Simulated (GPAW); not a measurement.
Entries from a set of simulations; values are calculated unless marked as measured.

### LiCl (Fm-3m): one start, several treatments of the self-energy

Symmetry: Fm-3m, No. 225, cubic system. Conventional cell: a = 5.143 Å, b = 5.143 Å, c = 5.143 Å, α = 90.00°, β = 90.00°, γ = 90.00°. Nearest to Li lie 6 Cl at 2.57 Å. Nearest to Cl lie 6 Li at 2.57 Å. Farther neighbours and most contacts between anions are not listed.

```
Li Cl
1.0
     0.00000    2.57150    2.57150
     2.57150    0.00000    2.57150
     2.57150    2.57150    0.00000
Li Cl
1 1
Direct
  0.00000 0.00000 0.00000
  0.50000 0.50000 0.50000
```

```
method                         : DFT, LDA, plane waves, PAW (and 1 further level or step)
program                        : GPAW 26.7.0
settings of one run            : cutoff 600 eV, GPAW PAW setups 1.2.1 data release, 6×6×6 k-mesh, nbands 188
cost                           : 3 runs, 7.5 min in all on 4 MPI ranks of Arm Neoverse V1, shared host (the runs of this entry)
notes                          : The cell and positions come from the Crystallography Open Database and are kept as given unless a step says otherwise. Bands and cutoff are finite, so the gap is not at the basis limit. The miss can reach some tenths of an eV and take either sign; the mesh is an error of its own.
G0W0, Godby-Needs plasmon pole : 8.687 eV
G0W0 with rALDA vertex         : 8.674 eV
known limits                   : not at the basis limit
```

G0W0 with rALDA vertex: −0.013 eV against G0W0, Godby-Needs plasmon pole, at other bands or cutoff, so not like for like. With the rALDA kernel as a vertex the gap is 8.46 eV (in the polarisability), 8.92 eV (in the self-energy) and 8.70 eV (in both), against 8.69 eV without.

[Paths, hosts, dates, memory and timing lines, banners, echoed tables and standing remarks are left out of the program output.]

[Logs are printed without paths, hosts, clocks, repeated set-up lines and the standing remarks that a program may print on its own settings, such as how far it seeks lower states.]

[Runs of the session that timed out or met a known fault of the program may be left out.]

[Hosts, paths, dates, database ids (printed as entryN), source tags and the programs' standing remarks are cut or masked in the printed files.]
